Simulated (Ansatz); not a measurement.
Input file for Ansatz (an electronic-structure program):

Ansatz 0.2 input:
```yaml
crystal:
  lattice:
    - [0.0, 3.009376911, 3.009376911]
    - [3.009376911, 0.0, 3.009376911]
    - [3.009376911, 3.009376911, 0.0]
  atoms:
    - { symbol: Li, position: [0.0, 0.0, 0.0] }
    - { symbol: I, position: [0.5, 0.5, 0.5] }
kpoints:
  mp_grid: { grid: [8, 8, 8] }
hamiltonian:
  xc: r2scan
  pseudopotentials: { kind: paw }
scf:
  occupations: { method: fixed }
elastic: { mode: relaxed_ion, stencil: two_point, amplitude: 0.005, f_tol: 0.0005 }
```

Output (shortened):

```
Pseudopotential: Li, paw, valence charge 3
Pseudopotential: I, paw, valence charge 17
Functional definition: r2SCAN
Crystal: 2 atoms, lattice volume = 54.508 Å³
Basis set: ecut = 500 eV, 1411 PW (Γ), exchange–correlation on 128×128×128 points (64 copies of the dense FFT grid, shifted against one another)
Bands: 14, of which v1, the nominal top of the filled ones, is band 10 counted from 1 (9 counted from 0)
Symmetry: 48 space group operations
Space group: Fm-3m (ITA 225), of the structure as read, at distance tolerance 3.8e-5 Å
k-points: 29 of 512
SCF 1 converged in 9 iterations: F = -7735.891479 eV  dr2 = 2.49e-15
Crystal: 2 atoms, lattice volume = 54.508 Å³
SCF 2 converged in 2 iterations: F = -7735.891479 eV  dr2 = 4.56e-16
Crystal: 2 atoms, lattice volume = 54.235 Å³
Basis set: ecut = 500 eV, 1395 PW (Γ), exchange–correlation on 128×128×128 points (64 copies of the dense FFT grid, shifted against one another)
Symmetry: 16 space group operations
k-points: 59 of 512
SCF 3 converged in 8 iterations: F = -7735.891321 eV  dr2 = 7.94e-14
Crystal: 2 atoms, lattice volume = 54.780 Å³
SCF 4 converged in 6 iterations: F = -7735.891332 eV  dr2 = 5.79e-14
Crystal: 2 atoms, lattice volume = 54.508 Å³
Symmetry: 8 space group operations
k-points: 95 of 512
SCF 5 converged in 10 iterations: F = -7735.891412 eV  dr2 = 7.03e-17
Crystal: 2 atoms, lattice volume = 54.508 Å³
SCF 6 converged in 6 iterations: F = -7735.891412 eV  dr2 = 7.68e-15
SCF converged after 2 iterations
Free energy (F): -7735.891479 eV
Harris-Foulkes:  -7735.891479 eV  (|F-HF|=3.64e-12)
Internal energy: -7735.891479 eV  (E = F + TS)
E sigma→0 (E₀):  -7735.891479 eV
Fermi energy:    3.760460 eV
--- Per-component energies (eV) ---
  E_band       = -491.876425
  E_kinetic    = 210.271805
  E_local      = -2137.149977  (includes V_loc(G=0)·N_el)
  E_nonlocal   = -123.313628
  E_hartree    = 1074.546763
  E_xc         = -131.553174
  E_vxc        = -154.779473  (∫ρ·V_xc dr)
  E_paw        = -4861.403989  (= ΣΔE_a)
  E_vpaw       = -445.069158  (= ΣTr[D̂ρ^β])
  E_aug_tail   = -0.000131  (compensation charges beyond the density's cutoff)
  E_vtau       = 9.070610  (kinetic-family band-sum trace: ∫τ·v_τ [+ j·A + Jᵃ·Aᵃ] dr)
  E_ewald      = -1767.362201
  E_core_change = 0.073053  (= ΣΔE_core)
  E_smearing   =  0.000000  (= −TS)
  E_closure    = 0.000000  (closes the sum)
  Σ components = -7735.891479   (vs F -7735.891479, Δ=0.00e0)
--- Forces (eV/Å), atoms counted from 1 ---
  atom   1  Li     0.00000000     0.00000000     0.00000000
  atom   2  I      0.00000000     0.00000000     0.00000000
  max |Σ_I F_I| component: 0.0 eV/Å
--- Stress (GPa, compression-positive) ---
        0.001336       0.000000       0.000000
        0.000000       0.001336       0.000000
        0.000000       0.000000       0.001336
  P = ⅓ Tr σ = 0.0013 GPa (0.013 kbar)
--- Band table (eV; the first three rows and the last of 29) ---
  k-point 0: bands = ["-42.9626", "-40.4965", "-40.4965", "-40.4911", "-40.4911", "-40.4911", "-8.2251", "3.7605", "3.7605", "3.7605", "8.8926", "12.6874", "12.6874", "12.6874"]
  k-point 1: bands = ["-42.9626", "-40.4965", "-40.4965", "-40.4911", "-40.4910", "-40.4910", "-8.1526", "3.1578", "3.7131", "3.7131", "9.3711", "12.2083", "12.6129", "12.6129"]
  k-point 2: bands = ["-42.9625", "-40.4965", "-40.4965", "-40.4910", "-40.4909", "-40.4909", "-7.9665", "2.0255", "3.6058", "3.6058", "9.5692", "11.6317", "11.6317", "12.7337"]
  k-point 28: bands = ["-42.9624", "-40.4964", "-40.4963", "-40.4908", "-40.4908", "-40.4902", "-7.4555", "1.5590", "1.5590", "2.4874", "10.5217", "11.3415", "12.3786", "12.3786"]
--- Elastic constants: 2 strain directions × 2 members + reference (group order 48) ---
  dense FFT box of the reference and of every strained cell: 32×32×32
  strains applied: 11, 23; error gains: componentwise 1.00 (the most a stress slope's error grows in a printed constant), spectral 1.73 (1 for all six strains …
  C = ∂σ_k/∂η_j (tension-positive GPa; Voigt order 11 22 33 23 13 12):
        35.666     13.455     13.455      0.000      0.000      0.000
        13.455     35.666     13.455      0.000      0.000      0.000
        13.455     13.455     35.666      0.000      0.000      0.000
         0.000      0.000      0.000     15.592      0.000      0.000
         0.000      0.000      0.000      0.000     15.592      0.000
         0.000      0.000      0.000      0.000      0.000     15.592
  reference stress σ⁰ (GPa):     -0.001     -0.001     -0.001      0.000      0.000      0.000
  moduli (Voigt/Reuss/Hill, GPa): K = 20.86/20.86/20.86   G = 13.80/13.42/13.61   E = 33.54   ν = 0.232
  mechanically stable: yes (min eigenvalue of sym C = 15.59 GPa)
  strain η (Voigt 11):  stress-route row diagonal C_11 = 35.67 GPa, energy-path curvature d²(F+E_count+ΔE)/dδ²/Ω₀ = 35.67 GPa
         δ    σ_11 (GPa)             F (eV)   n_scf  n_hpsi   n_pw
    -5.000e-3      -0.1853       -7735.8913206       8   17129   1395   relax 0 steps, max|allowed force component| 0.0 eV/Å
     5.000e-3       0.1714       -7735.8913317       6   14774   1411   relax 0 steps, max|allowed force component| 0.0 eV/Å
  strain η (Voigt 23):  stress-route row diagonal C_44 = 15.59 GPa, energy-path curvature d²(F+E_count+ΔE)/dδ²/Ω₀ = 15.61 GPa
         δ    σ_23 (GPa)             F (eV)   n_scf  n_hpsi   n_pw
    -5.000e-3      -0.0780       -7735.8914116      10   29184   1411   relax 0 steps, max|allowed force component| 0.0 eV/Å
     5.000e-3       0.0780       -7735.8914116       6   22217   1411   relax 0 steps, max|allowed force component| 0.0 eV/Å
```

Cost: very roughly 50 core-seconds on shared cores.

The r²SCAN relaxation kept the symmetry of its start; phonons on a q-mesh show no instability. Scalar-relativistic: spin–orbit coupling is off unless named, which matters more the heavier the elements.

Potentials: the later of the program's two PAW sets.

Ansatz is a plane-wave DFT program.
